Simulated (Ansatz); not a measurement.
# TePb (Fm-3m) in Ansatz: notebook

The runs below take TePb through band structure, single point, equation of state, with exchange-only PBE, PBE.

Program: Ansatz 0.2.0. These are calculated values, not measurements. Logs are shortened: lines on timing, memory, paths and dates and some standing lists are left out, and cuts for length are marked.

**The experiment to reproduce.**

A printed reference work, monograph reports, for a bulk crystal of TePb at 4.2 K: band gap 0.19 eV (direct).

How close the calculation comes is told below.

## Step 1: The structure

The structure is cubic, space group Fm-3m (No. 225). The conventional cell has a = 6.462 Å, b = 6.462 Å, c = 6.462 Å, α = 90.00°, β = 90.00°, γ = 90.00°. Pb (site symmetry m-3m) is surrounded by 6 Te at 3.23 Å. Around Te (site symmetry m-3m) lie 6 Pb at 3.23 Å.

## Step 2: Band structure, exchange-only PBE

File input.yaml:

```yaml
crystal:
  lattice:
    - [0.0, 3.231, 3.231]
    - [3.231, 0.0, 3.231]
    - [3.231, 3.231, 0.0]
  atoms:
    - { symbol: Pb, position: [0.0, 0.0, 0.0] }
    - { symbol: Te, position: [0.5, 0.5, 0.5] }
hamiltonian:
  xc: { exchange: pbe, correlation: none }
  pseudopotentials: { kind: paw }
kpoints:
  mp_grid: { grid: [7, 7, 7] }
  band_path:
    path:
      - [[0.0, 0.0, 0.0], [0.5, 0.0, 0.5], [0.5, 0.25, 0.75], [0.375, 0.375, 0.75], [0.0, 0.0, 0.0], [0.5, 0.5, 0.5], [0.625, 0.25, 0.625], [0.5, 0.25, 0.75], [0.5, 0.5, 0.5], [0.375, 0.375, 0.75]]
      - [[0.625, 0.25, 0.625], [0.5, 0.0, 0.5]]
    npoints: 14
scf:
  occupations: { method: fermi_dirac, width: 0.05 }
  n_extra_bands: 6
output:
  forces: true
  stress: true
  eigenvalues: true
  fatbands: false
  write_density: true
  write_potential: true
  elf: true
  volumetric_format: npy
```

Potentials or basis: Ansatz PAW.

Run with:

```sh
$ ansatz run input.yaml --threads 2 --pin off --max-ram 5120MiB --backend cpu --events-out ev --progress --plain --runs-dir out
```

Log:

```text
Warning: RAYON_NUM_THREADS=2 ignored (pool sized by the plan → 2); use --threads N
scf.n_extra_bands = 6 over 15 filled bands (N_el = 30.0): the run solves 21 bands
Engine: ansatz 0.2.0, aarch64-unknown-linux-gnu
Pseudopotentials: kind: paw
Pseudopotential: Pb, paw, valence charge 14, recommended cutoff 420 eV (normal), Pb.paw.azcp
Pseudopotential: Te, paw, valence charge 16, recommended cutoff 420 eV (normal), Te.paw.azcp
Functional definition: unnamed
  exchange = pbe_x
  correlation = 0
Crystal: 2 atoms, lattice volume = 67.459 Å³
Basis set: ecut = 420 eV, 1363 PW (Γ), exchange–correlation on 64×64×64 points (8 copies of the dense FFT grid, shifted against one another)
Bands: 21, of which v1, the nominal top of the filled ones, is band 15 counted from 1 (14 counted from 0)
Symmetry: 48 space group operations
Space group: Fm-3m (ITA 225), of the structure as read, at distance tolerance 4.1e-5 Å
k-points: 20 of 343
Non-local potential: Pb, projectors of the file, l = 0: 2, l = 1: 2, l = 2: 2, l = 3: 2
Non-local potential: Te, projectors of the file, l = 0: 2, l = 1: 2, l = 2: 2, l = 3: 2
PAW form: soft (Blöchl's): semilocal exchange-correlation on the pseudo side does not see the compensation charge
PAW frozen core: Pb, regenerated for the run's functional, and the local potential with it (the file was generated under x = pbe(κ = 0.804, μ = 0.2195149727645171), c = pbe(β = 0.06672455060314922))
PAW frozen core: Te, regenerated for the run's functional, and the local potential with it (the file was generated under x = pbe(κ = 0.804, μ = 0.2195149727645171), c = pbe(β = 0.06672455060314922))
PAW one-centre angular grid: Pb, 590 points (default); XC on 64 Gauss nodes
PAW one-centre angular grid: Te, 590 points (default); XC on 64 Gauss nodes
Initial density: superposition of atomic densities (neutral atoms: chi_scale 0, normalization atom), corrected by the library's trained network
Initial wavefunctions: pseudopotential atomic-orbital guess
Functional: x = pbe(κ = 0.804, μ = 0.2195149727645171), c = none
SCF iter   1: F=—  HF=-18673.096038 eV  |F-HF|=—  |Δ(HF+E_count)|=         —  Δρ=6.48e-3  dr2=2.10e-2  ethr=1.77e-3  ⟨swp⟩=7.6  Hψ=2295  notcnv=0
preconditioner: auto → none  [insulator: Δε(μ)=1.104 eV  Ē_g=16.230 eV  σ=0.050 eV  W_gap=1.00  n_scr=14 (ndim 8)  ℏωp=20.2 eV  f_vac=0.014  D(μ)=0.00/eV (n_scr^D=0)  ε∞_Penn≈2.6]
SCF iter   2: F=—  HF=-18673.086009 eV  |F-HF|=—  |Δ(HF+E_count)|=   1.00e-2  Δρ=1.68e-3  dr2=1.44e-3  ethr=7.00e-5  ⟨swp⟩=2.1  Hψ=873  notcnv=0  defer=29
SCF iter   3: F=—  HF=-18673.085756 eV  |F-HF|=—  |Δ(HF+E_count)|=   2.54e-4  Δρ=6.31e-4  dr2=4.36e-4  ethr=4.81e-6  ⟨swp⟩=2.0  Hψ=691  notcnv=0  defer=29
SCF iter   4: F=—  HF=-18673.085705 eV  |F-HF|=—  |Δ(HF+E_count)|=   5.03e-5  Δρ=1.63e-4  dr2=2.06e-5  ethr=1.45e-6  ⟨swp⟩=2.0  Hψ=476  notcnv=0  defer=29
SCF iter   5: F=—  HF=-18673.085732 eV  |F-HF|=—  |Δ(HF+E_count)|=   2.63e-5  Δρ=3.10e-5  dr2=4.47e-7  ethr=6.85e-8  ⟨swp⟩=2.1  Hψ=503  notcnv=0  defer=29
SCF iter   6: F=-18673.085732 eV  HF=-18673.085732 eV  |F-HF|=1.17e-7  |Δ(HF+E_count)|=   6.68e-7  Δρ=1.09e-5  dr2=4.18e-8  ethr=3.33e-10  ⟨swp⟩=13.8  Hψ=3415  notcnv=0
SCF 1 converged in 6 iterations: F = -18673.085732 eV  dr2 = 4.18e-8
NSCF: frozen V_eff on 142 k-points
SCF converged after 6 iterations
Free energy (F): -18673.085732 eV
Harris-Foulkes:  -18673.085732 eV  (|F-HF|=1.17e-7)
Internal energy: -18673.085731 eV  (E = F + TS)
E sigma→0 (E₀):  -18673.085732 eV
Entropy (-TS):   -0.000001 eV (-0.001 meV/atom)
Fermi energy:    10.648270 eV
--- Per-component energies (eV) ---
  E_band       = -267.401050
  E_kinetic    = 470.301171
  E_local      = -2376.946150  (includes V_loc(G=0)·N_el)
  E_nonlocal   = 29.475633
  E_hartree    = 1253.726419
  E_xc         = -317.091095
  E_vxc        = -213.876901  (∫ρ·V_xc dr)
  E_paw        = -14879.947204  (= ΣΔE_a)
  E_vpaw       = -683.806723  (= ΣTr[D̂ρ^β])
  E_aug_tail   = -0.000161  (compensation charges beyond the density's cutoff)
  E_ewald      = -2852.919164
  E_core_change = 0.314821  (= ΣΔE_core)
  E_smearing   = -0.000001  (= −TS)
  E_closure    = -0.000000  (closes the sum)
  Σ components = -18673.085732   (vs F -18673.085732, Δ=0.00e0)
--- Forces (eV/Å), atoms counted from 1 ---
  atom   1  Pb    -0.00000000     0.00000000     0.00000000
  atom   2  Te     0.00000000     0.00000000    -0.00000000
  max |Σ_I F_I| component: 3.04e-29 eV/Å
--- Stress (GPa, compression-positive) ---
       10.188474       0.000000       0.000000
        0.000000      10.188474      -0.000000
        0.000000       0.000000      10.188474
  P = ⅓ Tr σ = 10.1885 GPa (101.885 kbar)
--- Band table (eV; the first three rows and the last of 20) ---
  k-point 0: bands = ["-25.6359", "-25.6359", "-25.6294", "-25.6294", "-25.6294", "-6.4238", "-6.4238", "-6.4161", "-6.4161", "-6.4161", "-1.8372", "4.5103", "8.8203", "8.8203", "8.8203", "14.2030", "14.2030", "14.2030", "16.1847", "16.1847", "16.1847"]
  k-point 1: bands = ["-25.6358", "-25.6358", "-25.6293", "-25.6293", "-25.6293", "-6.4265", "-6.4265", "-6.4156", "-6.4132", "-6.4132", "-1.6639", "3.9639", "8.8764", "8.8764", "9.1281", "13.3412", "13.4987", "13.4987", "16.0762", "16.5570", "16.5570"]
  k-point 2: bands = ["-25.6357", "-25.6357", "-25.6292", "-25.6291", "-25.6291", "-6.4337", "-6.4337", "-6.4147", "-6.4058", "-6.4058", "-1.1743", "2.8110", "9.0458", "9.0458", "9.6547", "12.0839", "12.3632", "12.3632", "16.6470", "17.5728", "17.5728"]
  k-point 19: bands = ["-25.6360", "-25.6355", "-25.6291", "-25.6289", "-25.6285", "-6.4687", "-6.4269", "-6.4117", "-6.4047", "-6.3918", "-0.0467", "2.0881", "6.3471", "6.9618", "9.5035", "12.1300", "14.9516", "15.7555", "16.4523", "17.6196", "20.7094"]
```

Run time: 3.4 s. Hardware: 2 threads of Arm Neoverse V1, shared host; peak memory 0.38 GiB.

Results:

```yaml
Free_energy: -18673.0857 eV
Pressure: 10.2 GPa
Band_gap_along_the_path: 0.83 eV, direct
```

Levels at the corners of the path, in eV from the Fermi level:
| point | band 12 | band 13 | band 14 | band 15 | band 16 | band 17 | band 18 | band 19 |
| --- | --- | --- | --- | --- | --- | --- | --- | --- |
| Γ | -6.14 | -1.83 | -1.83 | -1.83 | 3.55 | 3.55 | 3.55 | 5.54 |
| X | -7.83 | -4.89 | -3.25 | -3.25 | 3.12 | 4.94 | 4.94 | 6.21 |
| W | -8.51 | -4.19 | -4.19 | -0.84 | 1.21 | 4.87 | 4.87 | 6.45 |
| K | -8.49 | -4.51 | -2.75 | -2.52 | 3.15 | 3.28 | 4.86 | 5.48 |
| Γ | -6.14 | -1.83 | -1.83 | -1.83 | 3.55 | 3.55 | 3.55 | 5.54 |
| L | -9.09 | -1.35 | -1.35 | -0.45 | 0.38 | 0.82 | 0.82 | 8.24 |
| U | -8.49 | -4.51 | -2.75 | -2.52 | 3.15 | 3.28 | 4.86 | 5.48 |
| W | -8.51 | -4.19 | -4.19 | -0.84 | 1.21 | 4.87 | 4.87 | 6.45 |
| L | -9.09 | -1.35 | -1.35 | -0.45 | 0.38 | 0.82 | 0.82 | 8.24 |
| K | -8.49 | -4.51 | -2.75 | -2.52 | 3.15 | 3.28 | 4.86 | 5.48 |
| U | -8.49 | -4.51 | -2.75 | -2.52 | 3.15 | 3.28 | 4.86 | 5.48 |
| X | -7.83 | -4.89 | -3.25 | -3.25 | 3.12 | 4.94 | 4.94 | 6.21 |

Caveat: this odd mesh misses L, where the gap lies, so gap, dielectric constants and Born charges aren't listed; spin-orbit coupling is left out, which moves the levels of the heavy elements; the PAW data sets come from PBE, with cores solved anew for the run's functional, which leaves a small shift of forces and pressure.

## Step 3: Band structure, PBE

input.yaml, as its differences from that of step 2:

```diff
@@ -9,4 +9,4 @@
 hamiltonian:
-  xc: { exchange: pbe, correlation: none }
-  pseudopotentials: { kind: paw }
+  xc: pbe
+  pseudopotentials: { kind: paw, partial_waves: polarizable }
 kpoints:
```

Potentials or basis: Ansatz PAW polarizable.

Run with:

```sh
$ ansatz run input.yaml --threads 2 --pin off --max-ram 5120MiB --backend cpu --events-out ev --progress --plain --runs-dir out
```

Run time: 3.4 s. Hardware: 2 threads of Arm Neoverse V1, shared host; peak memory 0.43 GiB.

The run converged. Its results:

| Quantity | Value |
| --- | --- |
| Free energy | -18887.1657 eV |
| Pressure | 2.1 GPa |
| Band gap along the path | 0.73 eV, direct |

Levels at the corners of the path, in eV from the Fermi level:
```csv
point,band 13,band 14,band 15,band 16,band 17,band 18
Γ,-1.76,-1.76,-1.76,3.67,3.67,3.67
X,-4.91,-3.21,-3.21,2.89,5.06,5.06
W,-4.20,-4.20,-0.77,1.26,4.82,4.82
K,-4.53,-2.71,-2.49,3.17,3.38,4.73
Γ,-1.76,-1.76,-1.76,3.67,3.67,3.67
L,-1.30,-1.30,-0.40,0.33,0.87,0.87
U,-4.53,-2.71,-2.49,3.17,3.38,4.73
W,-4.20,-4.20,-0.77,1.26,4.82,4.82
L,-1.30,-1.30,-0.40,0.33,0.87,0.87
K,-4.53,-2.71,-2.49,3.17,3.38,4.73
U,-4.53,-2.71,-2.49,3.17,3.38,4.73
X,-4.91,-3.21,-3.21,2.89,5.06,5.06
```

Caveat: this odd mesh misses L, where the gap lies, so gap, dielectric constants and Born charges aren't listed; spin-orbit coupling is left out, which moves the levels of the heavy elements.

(Continued in part 2 of 2.)
